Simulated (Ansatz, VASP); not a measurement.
## Two plane-wave programs on SnTe

```
Sn Te
1.0
     0.00000    3.09337    3.15650
     3.15650    0.00000    3.15650
     3.15650    3.09337    0.00000
Sn Te
1 1
Direct
  0.00000 0.00000 0.00000
  0.50000 0.50000 0.50000
```

Change from the starting cell: strain -0.0200 x Voigt [0, 1, 0, 0, 0, 0], atoms carried along.

Alike in both runs: task single point; functional PBE; k mesh 10 × 10 × 10; occupations gaussian, width 0.03 eV; no spin polarisation.

```csv
,VASP,Ansatz
version,VASP 6.6.1,Ansatz 0.2.0
potentials or method,"VASP PAW PBE potentials, release 64 (Sn_d, Te)","scalar-relativistic, plane waves, PAW"
plane-wave cutoff (eV),520,420
valence electrons in the cell,20,30
```

|  | VASP | Ansatz | Ansatz less VASP |
| --- | --- | --- | --- |
| gap on the k mesh at the Fermi level (eV) | 0.17 | 0.17 | -0.001 |
| least direct gap on the mesh (eV) | 0.17 | 0.17 | -0.001 |
| pressure (GPa) | 3.1 | 3.1 | +0.07 |
| largest component of the traceless stress (GPa) | 2.02 | 2.02 | -0.003 |

The two sets of potentials don't hold the same shells in valence.

Caveats: spin-orbit coupling is left out, which moves the levels of the heavy elements.
